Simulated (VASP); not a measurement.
A run of VASP 6.6.1 is set up as follows.

Contents of INCAR:

```
PREC     = Accurate       # precision mode
ENCUT    = 520            # plane-wave cutoff, eV
EDIFF    = 1E-6           # SCF threshold, eV
ISMEAR   = 0              # smearing method
SIGMA    = 0.02           # smearing width, eV
LREAL    = F              # projectors in reciprocal space
LASPH    = T              # aspherical terms in the spheres
NELM     = 100            # most SCF steps
ALGO     = Normal         # electronic algorithm
ISIF     = 2              # what is computed and relaxed
LWAVE    = F              # write WAVECAR
LCHARG   = F              # write CHGCAR
GGA      = PE             # functional
IVDW     = 12             # dispersion correction
NBANDS   = 11             # bands
```

KPOINTS

```
Automatic mesh
0
Gamma
  8 8 8
```

The input POSCAR:

```
AlP
1.0
    0.0000000000      2.7259875109      2.7259875109
    2.7259875109      0.0000000000      2.7259875109
    2.7259875109      2.7259875109      0.0000000000
Al P
1 1
Direct
    0.0000000000      0.0000000000      0.0000000000
    0.7500000000      0.7500000000      0.7500000000
```

Potentials or basis: VASP PAW PBE potentials, release 64 (Al, P).

Launch:

```sh
$ cat potpaw_PBE.64/Al/POTCAR potpaw_PBE.64/P/POTCAR > POTCAR
$ mpirun -np 1 vasp_std > vasp.out
```

Q: Estimate the pressure.

A: -0.1 GPa.

Q: What does it give for the band gap on the k mesh?

A: 1.57 eV, indirect (least direct gap 3.34 eV).

Q: Predict the dispersion energy per atom.

A: -0.310 eV.

**Experimental background.**

A printed reference work, data compilation reports, for a bulk crystal of AlP at 4.2 K: band gap 2.505 eV (indirect).

A measured gap of AlP is 2.505 eV (indirect; 4.2 K; a printed reference work, data compilation); the calculated 1.57 eV misses it by -0.93 eV. The value is that of PBE+D3(BJ) on a finite k mesh, which can miss the band edges, without temperature or zero-point motion. Semilocal functionals fall short of measured gaps as a rule.
